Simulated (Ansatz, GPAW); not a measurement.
## Ru: 3 runs at one level of theory

```xyz
2
Lattice="2.7058 0.0000 0.0000 -1.3529 2.3433 0.0000 0.0000 0.0000 4.2819" Properties=species:S:1:pos:R:3 pbc="T T T"
Ru    1.3529    0.7811    3.2114
Ru    0.0000    1.5622    1.0705
```

Alike in all runs: task band structure; functional BLYP; k mesh 11 × 11 × 6; occupations fermi-dirac, width 0.05 eV; no spin polarisation; no spin-orbit coupling. Pressure is positive in compression and, in plane waves, holds the error of the finite cutoff, which Ansatz's Pulay term estimates and takes out.

```tsv
program and potentials	plane-wave cutoff (eV)	notes	pressure (GPa)
Ansatz, Ansatz PAW	420	potentials made for PBE, which Ansatz adapts in part; Pulay term of +0.05 GPa included	18.83
GPAW, PAW data sets generated for this functional	600	-	16.82
Ansatz, all-electron LAPW, scalar-relativistic	-	-	18.93
```

The pressure spans 16.82 (GPAW, PAW data sets generated for this functional) to 18.93 GPa (Ansatz, all-electron LAPW, scalar-relativistic), with all-electron results at 18.93. Some sets were made for another functional than the one run, which can shift their rows. The cell lies far from this level's equilibrium.

Differences between rows come from potentials, basis sets and numerical settings, since the functional is the same but for its coding. Runs on potential files found faulty are left out.
